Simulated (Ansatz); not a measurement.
Level of theory: DFT PBE, scalar-relativistic, plane waves, PAW (Ansatz 0.2.0). All cells share a 420 eV cutoff and Γ-centred k meshes spaced at most about 0.3 Å⁻¹ (about 0.25 or finer for metals, 2π included). No spin polarisation.

Formation energies are uncorrected and refer to the elements' standard structures at the same level.

These are static total energies at zero pressure. Larger cells and other orderings weren't all tried, so the list isn't exhaustive.

A search for Al₄Cu gave 4 distinct relaxed structures. Coordination counts all near atoms (those within 1.25 times the shortest distance at each site). Cells relaxed within their symmetry can be saddle points.

Q: Which structure of Al₄Cu came out lowest?

A: The one with Al and Cu ordered on fcc sites, space group I4/mmm (No. 139), reached from: Al and Cu ordered on bcc sites. It has a = 2.833 Å, c = 19.113 Å, 15.3 Å³/atom, no gap on the mesh. Around Al on its first site lie 4 Cu at 2.62 Å, 8 Al at 2.83–2.88 Å and 1 Al at 3.37 Å; Al on its second site has 12 Al at 2.83–2.88 Å; Cu has 8 Al at 2.62 Å and 4 Cu at 2.83 Å. Its energy over the elements is −0.07 eV/atom. A negative formation energy is needed for stability but isn't enough: competing phases decide. An observed structure of this formula, if there is one, may be missing.

```
Al Cu
1.0
    -1.41658    1.41658    9.55633
     1.41658   -1.41658    9.55633
     1.41658    1.41658   -9.55633
Al Cu
4 1
Direct
  0.58803 0.58803 0.00000
  0.19607 0.19607 0.00000
  0.80393 0.80393 0.00000
  0.41197 0.41197 0.00000
  0.00000 0.00000 0.00000
```

Q: How much higher is the I4/m structure with 15.4 Å³/atom and coordination Al 12, Cu 12 (reached from: Al and Cu ordered on fcc sites)?

A: 36 meV/atom. It has no gap on its mesh.

Q: How much higher is the P6_3/mmc structure with 15.5 Å³/atom and coordination Al 12, Cu 12 (reached from: Al and Cu ordered on hcp sites)?

A: 60 meV/atom. It has no gap on its mesh.

Some structure types and database cells were kept out of the candidates from the start, so a known form may be missing.
